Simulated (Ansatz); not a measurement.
# HgS: the cost of one run

Method: DFT PBE, scalar-relativistic, plane waves, PAW, in Ansatz 0.2.0.

3 further runs of the same task are left out: 1 that didn't finish, 2 set aside as unsound or not needed.

## 1. The system as given

It takes space group F-43m (No. 216, cubic). Conventional cell: a = 5.991 Å, b = 5.991 Å, c = 5.991 Å, α = 90.00°, β = 90.00°, γ = 90.00°. Hg (site symmetry -43m) has 4 S at 2.59 Å as nearest neighbours. S (site symmetry -43m) is surrounded by 4 Hg at 2.59 Å.

As a file:

```
Hg S
1.0
     0.00000    2.99571    2.99571
     2.99571    0.00000    2.99571
     2.99571    2.99571    0.00000
Hg S
1 1
Direct
  0.00000 0.00000 0.00000
  0.25000 0.25000 0.25000
```

This cell was relaxed beforehand with the same method: volume 26.88 Å³/atom, gap on the mesh none (metal).

## 2. Static run: bands, density of states and charges

Input file input.yaml:

```yaml
crystal:
  lattice:
    - [0.0, 2.9957072305, 2.9957072305]
    - [2.9957072305, 0.0, 2.9957072305]
    - [2.9957072305, 2.9957072305, 0.0]
  atoms:
    - { symbol: Hg, position: [0.0, 0.0, 0.0] }
    - { symbol: S, position: [0.25, 0.25, 0.25] }
basis:
  ecutwfc: 420
kpoints:
  mp_grid: { grid: [12, 12, 12] }
  band_path:
    path:
      - [[0.0, 0.0, 0.0], [-0.5, -0.5, 0.0], [-0.375, -0.375, 0.25]]
      - [[-0.375, 0.0, 0.375], [0.0, 0.0, 0.0], [0.0, 0.0, 0.5], [-0.5, -0.25, 0.25], [-0.5, -0.5, 0.0]]
    npoints: 14
hamiltonian:
  xc: pbe
scf:
  occupations: { method: gaussian, width: 0.1 }
  n_extra_bands: 6
output:
  forces: true
  stress: true
  eigenvalues: true
  populations: true
  dos: { projected: true, de: 0.02, nscf_kmesh: { grid: [18, 18, 18] } }
  bader: true
  write_density: true
  write_potential: true
  elf: true
  volumetric_format: npy
```

Launch:

```sh
$ ansatz run input.yaml --threads 1 --pin off --max-ram 2560MiB --backend cpu --events-out ev --progress --plain --runs-dir out
```

What time and memory should one allow on 1 thread of Arm Neoverse V1, shared host?

About 33 s, with a peak of 0.37 GiB.
